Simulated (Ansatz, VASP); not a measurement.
W: VASP beside Ansatz

INCAR

```
ALGO = Normal
EDIFF = 1E-8
ENCUT = 520
GGA = PE
ISIF = 2
ISMEAR = -1
LASPH = T
LCHARG = F
LEFG = T
LREAL = F
LWAVE = F
NBANDS = 13
NELM = 60
PREC = Accurate
SIGMA = 0.03
```

KPOINTS

```
k-points
0
Gamma
  14 14 14
```

File POSCAR:

```
W
1.0
   -1.6105014251      1.6105014251      1.6105014251
    1.6105014251     -1.6105014251      1.6105014251
    1.6105014251      1.6105014251     -1.6105014251
W
1
Direct
    0.0000000000      0.0000000000      0.0000000000
```

Input for Ansatz:

```yaml
crystal:
  lattice:
    - [-1.6105014251, 1.6105014251, 1.6105014251]
    - [1.6105014251, -1.6105014251, 1.6105014251]
    - [1.6105014251, 1.6105014251, -1.6105014251]
  atoms:
    - { symbol: W, position: [0.0, 0.0, 0.0] }
kpoints:
  mp_grid: { grid: [14, 14, 14] }
scf:
  occupations: { method: fermi_dirac, width: 0.03 }
hamiltonian:
  xc: pbe
  pseudopotentials: { kind: paw }
output:
  forces: true
  stress: true
  eigenvalues: true
  efg: { contact_densities: true }
```

Change from the starting cell: volume scaled by 1.025, PAW files.

Alike in both runs: task electric field gradients; functional PBE; k mesh 14 × 14 × 14; occupations fermi-dirac, width 0.03 eV; no spin polarisation.

|  | VASP | Ansatz |
| --- | --- | --- |
| version | VASP 6.6.1 | Ansatz 0.2.0 |
| potentials or method | VASP PAW PBE potentials, release 64 (W_sv) | PAW with Ansatz's default frozen-core files, scalar-relativistic |
| plane-wave cutoff (eV) | 520 | 420 |
| valence electrons in the cell | 14 | 14 |

|  | VASP | Ansatz | Ansatz less VASP |
| --- | --- | --- | --- |
| pressure (GPa) | -9.1 | -9.5 | -0.37 |
| Vzz of the field gradient on the site that differs most (V/Å²) | 0.0 | 0.0 | 0.00 |

Ansatz warned: «gradients_without_spin_orbit».

Spin-orbit coupling is left out, which matters for the levels of W.
